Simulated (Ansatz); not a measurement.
Crystal: MnAs.

```xyz
4
Lattice="3.7100 0.0000 0.0000 -1.8550 3.2130 0.0000 0.0000 0.0000 5.6910" Properties=species:S:1:pos:R:3 pbc="T T T"
As    1.8550    1.0710    4.2683
As    0.0000    2.1420    1.4227
Mn    0.0000    0.0000    2.8455
Mn    0.0000    0.0000    0.0000
```

| Quantity | Value |
| --- | --- |
| Program | Ansatz 0.2.0 |
| Task | relaxation of cell and atoms |
| Functional | revPBE |
| Potentials or basis | Ansatz PAW |
| Cutoff | 420 eV (not typed: the program's choice for these potentials) |
| k mesh | 8 × 8 × 5 |
| Occupations | fermi-dirac, width 0.05 eV |
| Spin | collinear spin, ferromagnetic start |
| Starting moments | [0.0, 0.0, 4.0, 4.0] μB |

At the start: volume 16.96 Å³/atom.

Task: How do energy, volume and symmetry change on relaxing?

Result: It ends after 4 steps and the volume is 16.76 Å³/atom (-1.2 %); space group P6_3/mmc (No. 194, to 0.05 Å); moment 6.27 μB per cell.

Step by step:
```
step  energy change (eV)  largest force (eV/Å)  volume (Å³)
   1              0.0000                0.0000        67.84
   2             -0.0125                0.0000        67.28
   3             -0.0129                0.0000        67.03
   4             -0.0126                0.0000        67.03
```

Final structure:
```
As Mn
1.0
     3.73188    0.00000    0.00000
    -1.86594    3.23190    0.00000
     0.00000    0.00000    5.55722
As Mn
2 2
Cartesian
  1.8659 1.0773 4.1679
  0.0000 2.1546 1.3893
  0.0000 0.0000 2.7786
  0.0000 0.0000 0.0000
```

Caveat: the plane-wave basis is chosen anew once the cell has moved, so the energies of steps on either side of that aren't comparable; only a ferromagnetic start was run, and an antiferromagnetic order may lie lower in energy; the PAW data sets come from PBE, with cores solved anew for the run's functional, which leaves a small shift of forces and pressure.
